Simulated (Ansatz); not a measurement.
ZrS2 (P-3m1), an elastic constant from a strain scan

Theory: DFT PBEsol+D3(BJ), scalar-relativistic, plane waves, PAW in Ansatz 0.2.0. The runs took a 420 eV cutoff, a Γ-centred 12×12×6 mesh and Gaussian smearing (0.03 eV). No spin polarisation. Energies are free energies at this smearing, counted from the undisturbed cell; pressure is positive in compression.

Reference structure (relaxed at this level):

```
Zr S
1.0
     3.57836    0.00000    0.00000
    -1.78918    3.09895    0.00000
     0.00000    0.00000    5.53623
Zr S
1 2
Direct
  0.00000 0.00000 0.00000
  0.33333 0.66667 0.26489
  0.66667 0.33333 0.73511
```

The cell is strained by ε times the Voigt pattern (1, 1, 0, 0, 0, 0) (xx, yy, zz, yz, xz, xy; engineering shear) with fractional coordinates fixed. The cell holds 3 atoms in V0 = 61.39 Å³. The stress column is τ = (1/V0) dE/dε, got from the stress tensor σ (compression positive) at each point as −det(1 + εP) σ : P(1 + εP)⁻¹, with P the pattern as a tensor.

```csv
ε,ΔE (meV/atom),τ (GPa)
-0.1000,414.226,-71.583
-0.0750,221.205,-49.799
-0.0500,93.156,-30.847
-0.0250,21.959,-14.173
0.0000,0.000,0.029
0.0250,19.828,12.048
0.0500,74.921,22.162
0.0750,159.611,30.623
0.0875,211.489,34.303
0.1000,?,?
```

Q: Which combination of elastic constants does this scan measure, and how large is it?

A: For small ε, τ = τ0 + Kε with K = pᵀCp, which for this pattern is C11 + C22 + 2 C12 in the Cartesian frame shown. The parabola through τ at ε = -0.0250, 0 and 0.0250 has slope K = 524 GPa at zero. The energies per cell, E = NΔE, of the same two points give K = 2[E(ε₊)/ε₊ − E(ε₋)/ε₋]/[(ε₊ − ε₋)V0] = 523 GPa, in agreement. These are clamped-ion values.

Q: Predict the withheld row at ε = 0.1000 from the harmonic law, and compare.

A: ΔE = V0(τ0 ε + Kε²/2)/N = 335.277 meV/atom and τ = 52.47 GPa. The calculation gives 268.972 meV/atom and 37.65 GPa: the energy lies 20 % below the harmonic value, as bonds soften when stretched.

Forces appear on the atoms along this scan, and letting them relax would lower the energy and soften the response. The gap closes along the scan, which can put kinks into the curve.

Cost: 10 runs of about 1.1 core-minutes in all, on Arm Neoverse V1 (shared hosts).